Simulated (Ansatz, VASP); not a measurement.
Given: the input of a run of Ansatz 0.2.0 on MgS (Niningerite).

File input.yaml:

```yaml
crystal:
  lattice:
    - [0.0, 2.5841887356, 2.5841887356]
    - [2.5841887356, 0.0, 2.5841887356]
    - [2.5841887356, 2.5841887356, 0.0]
  atoms:
    - { symbol: S, position: [0.5, 0.5, 0.5] }
    - { symbol: Mg, position: [0.0, 0.0, 0.0] }
hamiltonian:
  xc: r2scan
  pseudopotentials: { kind: paw }
kpoints:
  mp_grid: { grid: [9, 9, 9] }
scf:
  occupations: { method: fermi_dirac, width: 0.05 }
output:
  forces: true
  stress: true
  eigenvalues: true
```

Potentials or basis: Ansatz PAW.

Run with:

```bash
$ ansatz run input.yaml --threads 1 --pin off --max-ram 3584MiB --backend cpu --events-out ev --progress --plain --runs-dir out
```

**Question.** Set up the same calculation for VASP 6.6.1. Potentials there: VASP PAW PBE potentials, release 64 (S, Mg).

**Answer.** As run (the cutoff follows the program's own potentials):

The input POSCAR:

```
MgS
1.0
    0.0000000000      2.5841887356      2.5841887356
    2.5841887356      0.0000000000      2.5841887356
    2.5841887356      2.5841887356      0.0000000000
S Mg
1 1
Direct
    0.5000000000      0.5000000000      0.5000000000
    0.0000000000      0.0000000000      0.0000000000
```

Contents of INCAR.step1:

```
PREC     = Accurate       # precision mode
ENCUT    = 520            # plane-wave cutoff, eV
ISMEAR   = -1             # smearing method
SIGMA    = 0.05           # smearing width, eV
LREAL    = F              # projectors in reciprocal space
LASPH    = T              # aspherical terms in the spheres
NELM     = 60             # most SCF steps
NBANDS   = 11             # bands
GGA      = PE             # functional
ALGO     = Normal         # electronic algorithm
EDIFF    = 1E-4           # SCF threshold, eV
LWAVE    = T              # write WAVECAR
LCHARG   = F              # write CHGCAR
```

Contents of INCAR.step2:

```
PREC     = Accurate       # precision mode
ENCUT    = 520            # plane-wave cutoff, eV
EDIFF    = 1E-6           # SCF threshold, eV
ISMEAR   = -1             # smearing method
SIGMA    = 0.05           # smearing width, eV
LREAL    = F              # projectors in reciprocal space
LASPH    = T              # aspherical terms in the spheres
NELM     = 60             # most SCF steps
ALGO     = Normal         # electronic algorithm
ISIF     = 2              # what is computed and relaxed
LWAVE    = F              # write WAVECAR
LCHARG   = F              # write CHGCAR
METAGGA  = R2SCAN         # meta-GGA
LMIXTAU  = T            
NBANDS   = 11             # bands
ISTART   = 1
```

KPOINTS

```
Automatic mesh
0
Gamma
  9 9 9
```

Potentials or basis: VASP PAW PBE potentials, release 64 (S, Mg).

Run with:

```console
$ cat potpaw_PBE.64/S/POTCAR potpaw_PBE.64/Mg/POTCAR > POTCAR
$ cp INCAR.step1 INCAR
$ mpirun -np 1 vasp_std > vasp.out
$ cp INCAR.step2 INCAR
$ mpirun -np 1 vasp_std > vasp.out
```

Both were run:

|  | VASP | Ansatz | Ansatz less VASP |
| --- | --- | --- | --- |
| gap on the k mesh at the Fermi level (eV) | 3.61 | 3.64 | +0.027 |
| least direct gap on the mesh (eV) | 4.79 | 4.81 | +0.025 |
| pressure (GPa) | 1.2 | 1.7 | +0.48 |

The two sets of potentials don't hold the same shells in valence.

Caveats: the PAW data sets were made with another functional, which shifts forces and pressure a little (VASP); an odd mesh through Γ misses points on the zone boundary, where band edges often lie (VASP); odd divisions of the mesh miss points on the zone boundary, where band edges often lie, so the gap on the mesh can be too wide (Ansatz); the PAW data sets come from PBE, with cores solved anew for the run's functional, which leaves a small shift of forces and pressure (Ansatz). r2SCAN opens gaps a little over a GGA but as a rule still falls short of measured ones.
